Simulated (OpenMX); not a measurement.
The system is Sb.

```
Sb
1.0
     4.50666    0.00000    0.00000
     2.44723    3.78432    0.00000
     2.44723    1.33179    3.54223
Sb
2
Direct
  0.76651 0.76651 0.76651
  0.23349 0.23349 0.23349
```

- Program: OpenMX 3.8.5
- Task: relaxation of cell and atoms
- Functional: PBE
- Dispersion: D4
- Potentials or basis: OpenMX 2013 PBE set, Sb7.0-s3p2d1, grid cutoff 500 Ry
- k mesh: 5 × 5 × 5
- Occupations: fermi-dirac, width 0.05 eV
- Spin: no spin polarisation

At the start: pressure 3.6 GPa; volume 30.21 Å³/atom.

Task: Where does the relaxation end?

Result: Over 7 steps the energy falls by 18.9 meV/atom and the volume is 31.95 Å³/atom (+5.8 %); space group R-3m (No. 166, to 0.05 Å).

The path:
| step | energy change (eV) | largest force (eV/Å) | pressure (GPa) | volume (Å³) |
| --- | --- | --- | --- | --- |
| 1 | 0.0000 | 0.3421 | 3.60 | 60.41 |
| 2 | -0.0199 | 0.2073 | 2.55 | 61.30 |
| 3 | -0.0399 | 0.0243 | 0.25 | 63.50 |
| 4 | -0.0372 | 0.0791 | 0.03 | 63.72 |
| 5 | -0.0375 | 0.0581 | -0.06 | 63.84 |
| 6 | -0.0377 | 0.0197 | -0.06 | 63.90 |
| 7 | -0.0378 | 0.0136 | -0.03 | 63.90 |

Final structure:
```xyz
2
Lattice="4.5793 -0.0137 -0.0094 2.4752 3.8521 -0.0090 2.4753 1.3472 3.6093" Properties=species:S:1:pos:R:3 pbc="T T T"
Sb    7.2955    3.9702    2.7492
Sb    2.2343    1.2154    0.8417
```

Caveat: the basis has few d functions beyond the semicore shells, which can make volumes several per cent too large; volumes in these bases differ from converged ones by about 1 %, for some elements by several; the basis of atomic orbitals isn't converged, which shifts pressures, moduli and gaps.
